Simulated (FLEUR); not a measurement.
# free-standing square V monolayer, spacing 3.216 A: which magnetic order is lowest

Does free-standing square V monolayer, spacing 3.216 A prefer parallel or opposed moments?

Calculated with FLEUR MaX-R8.1; PBE; all-electron FLAPW film, Dirac cores, scalar-relativistic bands.

### Step 1. The structure

The cell holds 1 atom: 1 V. Its edges and angles: a = 3.216 Å, b = 3.216 Å, c = 14.000 Å, α = 90.0°, β = 90.0°, γ = 90.0°. Model lattice. Vacuum lies along c.

### Step 2. Run 1 (ferro +)

The parallel start is the test of whether parallel moments hold.

inpgen writes inp.xml from crystal.txt; cutoffs, mixing, functional, smearing and local orbitals are then set in the file. The k list default-1 (kpts.xml, not shown) is a Γ-centred 8×8×1 mesh; where the ranks do not divide the number of points, some are split in two of half the weight.

inp.xml

```
<?xml version="1.0" encoding="UTF-8" standalone="no"?>
<fleurInput fleurInputVersion="0.39">
   <comment>
      V
   </comment>
   <calculationSetup>
      <cutoffs Kmax="3.6" Gmax="10.8" GmaxXC="10.8" numbands="0"/>
      <scfLoop itmax="120" minDistance="0.00002" maxIterBroyd="15" imix="Anderson" alpha="0.03" precondParam="0.0" spinf="2.0" sdNocoIR="T"/>
      <coreElectrons ctail="T" frcor="F" kcrel="0" coretail_lmax="0"/>
      <xcFunctional name="pbe" relativisticCorrections="F"/>
      <magnetism jspins="2"/>
      <soc l_soc="F" theta="0.0" phi="0.0" spav="F"/>
      <expertModes spex="0" secvar="F"/>
      <geometryOptimization l_f="F" forcealpha="1.0" forcemix="BFGS" epsdisp="0.00001" epsforce="0.00001"/>
      <ldaU l_linMix="F" mixParam="0.05" spinf="1.0"/>
   </calculationSetup>
   <cell>
      <bzIntegration valenceElectrons="13.0" mode="hist" fermiSmearingEnergy="0.00110248">
         <kPointListSelection listName="default-1"/>
         <xi:include xmlns:xi="http://www.w3.org/2001/XInclude" href="kpts.xml"> </xi:include>
      </bzIntegration>
      <xi:include xmlns:xi="http://www.w3.org/2001/XInclude" href="sym.xml"> </xi:include>
      <filmLattice scale="1.0" dVac="6.4" dTilda="8.9">
         <bravaisMatrixFilm>
            <row-1>    6.0773592167136004     0.0000000000000000</row-1>
            <row-2>    0.0000000000000000     6.0773592167136004</row-2>
         </bravaisMatrixFilm>
         <vacuumEnergyParameters vacuum="1" spinUp="-.25" spinDown="-.25"/>
      </filmLattice>
   </cell>
   <atomSpecies>
      <species name="Vanadium (1.500" element="V" atomicNumber="23">
         <mtSphere radius="2.8" gridPoints="925" logIncrement="0.013"/>
         <atomicCutoffs lmax="10" lnonsphr="8"/>
         <electronConfig flipSpins="F">
            <coreConfig>(1s1/2) (2s1/2) (2p1/2) (2p3/2)</coreConfig>
            <valenceConfig>(3s1/2) (3p1/2) (3p3/2) (4s1/2) (3d3/2) (3d5/2)</valenceConfig>
            <stateOccupation state="(3d3/2)" spinUp="0.6" spinDown="0.6"/>
            <stateOccupation state="(3d5/2)" spinUp="1.65" spinDown="0.15"/>
         </electronConfig>
         <energyParameters s="4" p="4" d="3" f="4"/>
         <lo type="SCLO" l="0" n="3" eDeriv="0"/>
         <lo type="SCLO" l="1" n="3" eDeriv="0"/>
      </species>
   </atomSpecies>
   <atomGroups>
      <atomGroup species="Vanadium (1.500">
         <filmPos label="                   1">.0000000000 .0000000000 .0000000000</filmPos>
         <force calculate="T" relaxXYZ="TTT"/>
      </atomGroup>
   </atomGroups>
   <output dos="F" band="F" slice="F">
      <bandDOS minEnergy="-.5*Htr" maxEnergy="0.5*Htr" sigma="0.015" storeEVData="T"/>
      <plotting iplot="0" polar="F">
         <plot TwoD="T" vec1="  1.0  0.0  0.0" vec2="  0.0  1.0  0.0" vec3="  0.0  0.0  1.0" zero="  0.0  0.0 -0.5" file="plot"/>
      </plotting>
      <moessbauerParams electricFieldGradient="F" isomerShift="F" coreHyperfine="F" valenceHyperfine="F"/>
   </output>
</fleurInput>
```

crystal.txt

```
V
&input film=T cartesian=F /
3.21600000000  0.00000000000  0.00000000000
0.00000000000  3.21600000000  0.00000000000
0.00000000000  0.00000000000  1.00000000000
1.8897261246
1.0 1.0 1.0

1
23 0.00000000000  0.00000000000  0.00000000000 : 1.500

&kpt div1=8 div2=8 div3=1 gamma=T /
```

Run with:

```sh
$ OMP_NUM_THREADS=1 inpgen -f crystal.txt > inpgen.log  # inp.xml is then edited as shown
$ OMP_NUM_THREADS=1 mpirun -n 2 fleur_MPI > fleur.log
```

The log of the run:

```text
Welcome to FLEUR        (www.flapw.de)
      MaX-Release 8.1          (www.max-centre.eu)

 ========== k-point set info ==========
 Selected k-point list: default-1
 k-point list type: mesh
 0 x 0 x 0
 Number of k points: 16

 ------------Calculation Setup---------------------------
 Number of MPI-tasks      :            2
 Number of PE/node        :            2
 Number of OMP-threads    :            1
 k-points in parallel     :            2
 pe's per k-point         :            1
 No of k-point loops      :            8
 Eigenvalue solver        :       lapack
 Number of basis functions:          276
 Approximate size of matrices (H+S) per k-point:         0.001 GB
 --------------------------------------------------------
 Iteration:     1   Distance:      16.02348819 me/bohr^3
 Iteration:     2   Distance:      15.84717139 me/bohr^3
 Iteration:     3   Distance:      14.77814335 me/bohr^3
 Iteration:     4   Distance:       6.76604205 me/bohr^3
 Iteration:     5   Distance:       5.23542771 me/bohr^3
 Iteration:     6   Distance:       4.73437567 me/bohr^3
 Iteration:     7   Distance:       4.51572945 me/bohr^3
 Iteration:     8   Distance:       3.12647980 me/bohr^3
 Iteration:     9   Distance:       3.27546830 me/bohr^3
 Iteration:    10   Distance:       3.40324215 me/bohr^3
[... 13 iterations left out ...]
 Iteration:    24   Distance:       0.00671994 me/bohr^3
 Iteration:    25   Distance:       0.00295076 me/bohr^3
 Iteration:    26   Distance:       0.00063761 me/bohr^3
 Iteration:    27   Distance:       0.00058061 me/bohr^3
 Iteration:    28   Distance:       0.00014466 me/bohr^3
 Iteration:    29   Distance:       0.00021545 me/bohr^3
 Iteration:    30   Distance:       0.00020943 me/bohr^3
 Iteration:    31   Distance:       0.00011571 me/bohr^3
 Iteration:    32   Distance:       0.00004199 me/bohr^3
 Iteration:    33   Distance:       0.00000516 me/bohr^3

 ********************************************************************
 Run finished successfully
 Stop message:
   all done
 ********************************************************************

--- out.xml (last complete iteration) ---
<iteration numberForCurrentRun="   33" overallNumber="   33">
         <energyParameters units="Htr">
            <atomicEP atomType="1" spin="1" branch="4s" branchLowest="-2.54" branchHighest="0.76" value="-0.1945290627"/>
            <atomicEP atomType="1" spin="1" branch="4p" branchLowest="-1.57" branchHighest="1.19" value="-0.0639110089"/>
            <atomicEP atomType="1" spin="1" branch="3d" branchLowest="-9.99" branchHighest="-0.07" value="-0.1664847524"/>
            <atomicEP atomType="1" spin="1" branch="4f" branchLowest="-9.99" branchHighest="1.96" value="0.2411075592"/>
            <loAtomicEP atomType="1" spin="1" branch="3s" branchLowest="-22.06" branchHighest="-2.54" value="-2.5396682841"/>
            <loAtomicEP atomType="1" spin="1" branch="3p" branchLowest="-18.40" branchHighest="-1.57" value="-1.5800331599"/>
            <vacuumEP vacuum="1" spin="1" vzIR="-0.2081124819" vzInf="0.0000000000" value="-0.2500000000"/>
            <atomicEP atomType="1" spin="2" branch="4s" branchLowest="-2.43" branchHighest="0.85" value="-0.1251817285"/>
            <atomicEP atomType="1" spin="2" branch="4p" branchLowest="-1.46" branchHighest="1.28" value="0.0028548884"/>
            <atomicEP atomType="1" spin="2" branch="3d" branchLowest="-9.99" branchHighest="0.03" value="-0.0685398902"/>
            <atomicEP atomType="1" spin="2" branch="4f" branchLowest="-9.99" branchHighest="2.06" value="0.3053825091"/>
            <loAtomicEP atomType="1" spin="2" branch="3s" branchLowest="-22.02" branchHighest="-2.43" value="-2.4314990114"/>
            <loAtomicEP atomType="1" spin="2" branch="3p" branchLowest="-18.37" branchHighest="-1.46" value="-1.4726842677"/>
            <vacuumEP vacuum="1" spin="2" vzIR="-0.1645005413" vzInf="0.0000000000" value="-0.2500000000"/>
         </energyParameters>
         <bandgap value="0.0000000000" units="eV"/>
         <sumValenceSingleParticleEnergies value="-15.0528892951" units="Htr"/>
         <FermiEnergy value="-0.1512922018" units="Htr"/>
         <valenceDensity>
            <mtCharges spin="1">
               <mtCharge atomType="1" total="7.5151507" s="1.2420897" p="3.0891091" d="3.1794650" f="0.0034327"/>
            </mtCharges>
            <mtCharges spin="2">
               <mtCharge atomType="1" total="4.2399008" s="1.1677310" p="3.0292824" d="0.0423957" f="0.0003962"/>
            </mtCharges>
            <spinDependentCharge spin="1" total="8.4221292" interstitial="0.7642232" mtSpheres="7.5151507" vacuum1="0.0713777"/>
            <spinDependentCharge spin="2" total="4.5778708" interstitial="0.2977025" mtSpheres="4.2399008" vacuum1="0.0201337"/>
            <totalCharge value="13.0000000858"/>
         </valenceDensity>
         <coreStates atomType="     1" atomicNumber=" 23" spin="1" kinEnergy="    437.7643483014" eigValSum="   -274.2801567549" lostElectrons=" 0.000000">
            <state n="1" l="0" j="0.5" energy="-197.0243942651" weight="1.0000000000"/>
            <state n="2" l="0" j="0.5" energy="-22.0577062526" weight="1.0000000000"/>
            <state n="2" l="1" j="0.5" energy="-18.5731282150" weight="1.0000000000"/>
            <state n="2" l="1" j="1.5" energy="-18.3124640111" weight="2.0000000000"/>
         </coreStates>
         <coreStates atomType="     1" atomicNumber=" 23" spin="2" kinEnergy="    438.1643495742" eigValSum="   -274.1617325691" lostElectrons=" 0.000000">
            <state n="1" l="0" j="0.5" energy="-197.0247328507" weight="1.0000000000"/>
            <state n="2" l="0" j="0.5" energy="-22.0218073588" weight="1.0000000000"/>
            <state n="2" l="1" j="0.5" energy="-18.5459423611" weight="1.0000000000"/>
            <state n="2" l="1" j="1.5" energy="-18.2846249993" weight="2.0000000000"/>
         </coreStates>
         <allElectronCharges>
            <spinDependentCharge spin="1" total="13.4221292" interstitial="0.7642232" mtSpheres="12.5151507" vacuum1="0.0713777"/>
            <spinDependentCharge spin="2" total="9.5778708" interstitial="0.2977025" mtSpheres="9.2399009" vacuum1="0.0201337"/>
            <totalCharge value="23.0000000860"/>
         </allElectronCharges>
         <magneticMomentsInMTSpheres units="muBohr">
            <globalMagMoment atomType="1" vec="0.00000   0.00000   3.27525"/>
            <localMagMoment atomType="1" vec="0.00000   0.00000   3.27525"/>
         </magneticMomentsInMTSpheres>
         <moessbauerParams unitsHFF="kG" unitsIS="e/bohr^3" unitsEFG="Htr/bohr^2">
         </moessbauerParams>
         <totalEnergy value="     -949.1938953981" units="Htr">
            <sumOfEigenvalues value="     -563.4947786191">
               <coreElectrons value="-548.4418893240"/>
               <valenceElectrons value="-15.0528892951"/>
            </sumOfEigenvalues>
            <densityCoulombPotentialIntegral value="-1463.7906004854"/>
            <densityEffectivePotentialIntegral value="-1522.6032708721"/>
            <chargeDenXCDenIntegral value="-45.3745907002"/>
            <FockExchangeEnergyValence value="0.0000000000"/>
            <FockExchangeEnergyCore value="0.0000000000"/>
            <atomTypeDependentContributions atomType="1">
               <electronNucleiInteractionDifferentMTs value="1127.3072586575"/>
               <MadelungTerm value="-3.7252380507"/>
            </atomTypeDependentContributions>
            <tkbTimesEntropy value="0.0002479241"/>
            <freeEnergy value="-949.1941433221"/>
            <extrapolationTo0K value="-949.1940193601"/>
         </totalEnergy>
         <densityConvergence units="me/bohr^3">
            <chargeDensity spin="1" distance="0.0000031095"/>
            <chargeDensity spin="2" distance="0.0000034517"/>
            <overallChargeDensity distance="0.0000051640"/>
            <spinDensity distance="0.0000040620"/>
         </densityConvergence>
      </iteration>
```

It took 31 s on 2 MPI ranks of Arm Neoverse V2, shared host; peak memory 0.15 GiB; 61 s of CPU time.

This step gave:

```
free energy                                                       : -25828.8885 eV
program's band gap on this mesh (in a metal only a level spacing) : 0 eV
magnetization                                                     : 3.844 μB
final state                                                       : ferromagnetic
largest moment                                                    : 3.275 μB
```

After 33 cycles the largest moment stands at 3.28 μB.

### Step 3. Run 2 (antiferro q=(0,1/2,0) +-)

Another pattern of signs weighs the neighbour shells otherwise.

The cell is doubled to 2 atoms to hold this order. The mesh is halved along the doubled vector, so that both cells sample the same points. The k list default-1 (kpts.xml, not shown) is a Γ-centred 8×4×1 mesh.

inp.xml, as its differences from that of step 2:

```diff
@@ -17,3 +17,3 @@
    <cell>
-      <bzIntegration valenceElectrons="13.0" mode="hist" fermiSmearingEnergy="0.00110248">
+      <bzIntegration valenceElectrons="26.0" mode="hist" fermiSmearingEnergy="0.00110248">
          <kPointListSelection listName="default-1"/>
@@ -25,3 +25,3 @@
             <row-1>    6.0773592167136004     0.0000000000000000</row-1>
-            <row-2>    0.0000000000000000     6.0773592167136004</row-2>
+            <row-2>    0.0000000000000000    12.1547184334272007</row-2>
          </bravaisMatrixFilm>
@@ -44,2 +44,15 @@
       </species>
+      <species name="Vanadium (-1.500" element="V" atomicNumber="23">
+         <mtSphere radius="2.8" gridPoints="925" logIncrement="0.013"/>
+         <atomicCutoffs lmax="10" lnonsphr="8"/>
+         <electronConfig flipSpins="F">
+            <coreConfig>(1s1/2) (2s1/2) (2p1/2) (2p3/2)</coreConfig>
+            <valenceConfig>(3s1/2) (3p1/2) (3p3/2) (4s1/2) (3d3/2) (3d5/2)</valenceConfig>
+            <stateOccupation state="(3d3/2)" spinUp="0.6" spinDown="0.6"/>
+            <stateOccupation state="(3d5/2)" spinUp="0.15" spinDown="1.65"/>
+         </electronConfig>
+         <energyParameters s="4" p="4" d="3" f="4"/>
+         <lo type="SCLO" l="0" n="3" eDeriv="0"/>
+         <lo type="SCLO" l="1" n="3" eDeriv="0"/>
+      </species>
    </atomSpecies>
@@ -48,2 +61,6 @@
          <filmPos label="                   1">.0000000000 .0000000000 .0000000000</filmPos>
+         <force calculate="T" relaxXYZ="TTT"/>
+      </atomGroup>
+      <atomGroup species="Vanadium (-1.500">
+         <filmPos label="                   2">.0000000000 1.000/2.000 .0000000000</filmPos>
          <force calculate="T" relaxXYZ="TTT"/>
```

crystal.txt

```
V
&input film=T cartesian=F /
3.21600000000  0.00000000000  0.00000000000
0.00000000000  6.43200000000  0.00000000000
0.00000000000  0.00000000000  1.00000000000
1.8897261246
1.0 1.0 1.0

2
23 0.00000000000  0.00000000000  0.00000000000 : 1.500
23 0.00000000000  0.50000000000  0.00000000000 : -1.500

&kpt div1=8 div2=4 div3=1 gamma=T /
```

The log of the run:

```text
[banner, memory and clock lines left out]
Welcome to FLEUR        (www.flapw.de)
      MaX-Release 8.1          (www.max-centre.eu)

 ========== k-point set info ==========
 Selected k-point list: default-1
 k-point list type: mesh
 0 x 0 x 0
 Number of k points: 16

 ------------Calculation Setup---------------------------
 Number of PE/node        :            2
 Number of OMP-threads    :            1
 k-points in parallel     :            2
 pe's per k-point         :            1
 No of k-point loops      :            8
 Eigenvalue solver        :       lapack
 Number of basis functions:          542
 Approximate size of matrices (H+S) per k-point:         0.004 GB
 Iteration:     1   Distance:      19.86421846 me/bohr^3
 Iteration:     2   Distance:      19.10174793 me/bohr^3
 Iteration:     3   Distance:       9.36416191 me/bohr^3
 Iteration:     4   Distance:       7.60936309 me/bohr^3
 Iteration:     5   Distance:       5.12898802 me/bohr^3
 Iteration:     6   Distance:       6.23929302 me/bohr^3
 Iteration:     7   Distance:       2.43725649 me/bohr^3
 Iteration:     8   Distance:       2.27046672 me/bohr^3
 Iteration:     9   Distance:       2.00430616 me/bohr^3
 Iteration:    10   Distance:       0.66528377 me/bohr^3
[... 14 iterations left out ...]
 Iteration:    25   Distance:       0.00095108 me/bohr^3
 Iteration:    26   Distance:       0.00112741 me/bohr^3
 Iteration:    27   Distance:       0.00027632 me/bohr^3
 Iteration:    28   Distance:       0.00021359 me/bohr^3
 Iteration:    29   Distance:       0.00014197 me/bohr^3
 Iteration:    30   Distance:       0.00013777 me/bohr^3
 Iteration:    31   Distance:       0.00012942 me/bohr^3
 Iteration:    32   Distance:       0.00004754 me/bohr^3
 Iteration:    33   Distance:       0.00004114 me/bohr^3
 Iteration:    34   Distance:       0.00001718 me/bohr^3

 ********************************************************************
 Run finished successfully
 Stop message:
   all done
 ********************************************************************

--- out.xml (last complete iteration) ---
<iteration numberForCurrentRun="   34" overallNumber="   34">
         [... left out ...]
         <bandgap value="0.0000002621" units="eV"/>
         <sumValenceSingleParticleEnergies value="-29.8374883788" units="Htr"/>
         <FermiEnergy value="-0.1497583493" units="Htr"/>
         <valenceDensity>
            <mtCharges spin="1">
               <mtCharge atomType="1" total="7.4851366" s="1.2549338" p="3.0759419" d="3.1517855" f="0.0018847"/>
               <mtCharge atomType="2" total="4.2681730" s="1.1372499" p="3.0407527" d="0.0878884" f="0.0017473"/>
            </mtCharges>
            <mtCharges spin="2">
               <mtCharge atomType="1" total="4.2681729" s="1.1372498" p="3.0407527" d="0.0878883" f="0.0017473"/>
               <mtCharge atomType="2" total="7.4851363" s="1.2549338" p="3.0759419" d="3.1517852" f="0.0018847"/>
            </mtCharges>
            <spinDependentCharge spin="1" total="13.0000004" interstitial="1.0741056" mtSpheres="11.7533096" vacuum1="0.0862926"/>
            <spinDependentCharge spin="2" total="12.9999998" interstitial="1.0741055" mtSpheres="11.7533092" vacuum1="0.0862926"/>
            <totalCharge value="26.0000001662"/>
         </valenceDensity>
         [... left out ...]
         <magneticMomentsInMTSpheres units="muBohr">
            <globalMagMoment atomType="1" vec="0.00000   0.00000   3.21696"/>
            <localMagMoment atomType="1" vec="0.00000   0.00000   3.21696"/>
            <globalMagMoment atomType="2" vec="0.00000   0.00000  -3.21696"/>
            <localMagMoment atomType="2" vec="0.00000   0.00000  -3.21696"/>
         </magneticMomentsInMTSpheres>
         [... left out ...]
         <totalEnergy value="    -1898.3915739984" units="Htr">
            <sumOfEigenvalues value="    -1126.5232274106">
               <coreElectrons value="-1096.6857390319"/>
               <valenceElectrons value="-29.8374883788"/>
            </sumOfEigenvalues>
            <densityCoulombPotentialIntegral value="-2927.0745025290"/>
            <densityEffectivePotentialIntegral value="-3044.7008962319"/>
            <chargeDenXCDenIntegral value="-90.7521748542"/>
            <FockExchangeEnergyValence value="0.0000000000"/>
            <FockExchangeEnergyCore value="0.0000000000"/>
         [... left out ...]
            <tkbTimesEntropy value="0.0008501831"/>
            <freeEnergy value="-1898.3924241815"/>
            <extrapolationTo0K value="-1898.3919990899"/>
         </totalEnergy>
         <densityConvergence units="me/bohr^3">
            <chargeDensity spin="1" distance="0.0000122495"/>
            <chargeDensity spin="2" distance="0.0000119164"/>
            <overallChargeDensity distance="0.0000171845"/>
            <spinDensity distance="0.0000169940"/>
         </densityConvergence>
      </iteration>
```

It took 86 s on 2 MPI ranks; peak memory 0.28 GiB; 2.9 min of CPU time.

Numbers from this step:

```
free energy                                                       : -51657.8895 eV
program's band gap on this mesh (in a metal only a level spacing) : 2.62e-7 eV
magnetization                                                     : 0 μB
final state                                                       : antiferromagnetic
largest moment                                                    : 3.217 μB
```

It lies 56.3 meV a seeded atom under the first start, and its largest moment is 3.22 μB against 3.28 μB.

(Continued in part 2 of 3.)

[Logs and program files are shortened in this print: banners, set-up blocks, solver, clock and traceback lines can be left out without a mark of their own.]

[Logs are printed without paths, hosts, clocks, repeated set-up lines and the standing remarks that a program may print on its own settings, such as how far it seeks lower states.]

[Hosts, paths, dates, database ids (printed as entryN), source tags and the programs' standing remarks are cut or masked in the printed files.]

[Where a cell is said to come from a database of computed structures, the database is the Materials Project.]
